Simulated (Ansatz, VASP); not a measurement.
**MgB2: VASP beside Ansatz**

```
Mg B
1.0
     3.06422    0.00000    0.00000
    -1.53211    2.65369    0.00000
     0.00000    0.00000    3.49849
Mg B
1 2
Direct
  0.00000 0.00000 0.00000
  0.33333 0.66667 0.50000
  0.66667 0.33333 0.50000
```

Alike in both runs: functional PBEsol; k mesh 15 × 15 × 12; occupations fermi-dirac, width 0.15 eV; no spin polarisation.

Ansatz relaxed the structure, and its values are those at the end. VASP's run is a single point on that final structure, the one shown.

|  | VASP | Ansatz |
| --- | --- | --- |
| version | VASP 6.6.1 | Ansatz 0.2.0 |
| potentials or method | VASP PAW PBE potentials, release 64 (Mg, B) | scalar-relativistic, plane waves, PAW |
| plane-wave cutoff (eV) | 520 | 420 |
| valence electrons in the cell | 8 | 16 |

|  | VASP | Ansatz | Ansatz less VASP |
| --- | --- | --- | --- |
| gap on the k mesh at the Fermi level (eV) | none | none | - |
| pressure (GPa) | 0.0 | 0.0 | +0.01 |

A gap of «none» marks a metal or a gap that the smearing closes. The two sets of potentials don't hold the same shells in valence.

Caveats: the PAW data sets were made with another functional, which shifts forces and pressure a little (VASP).
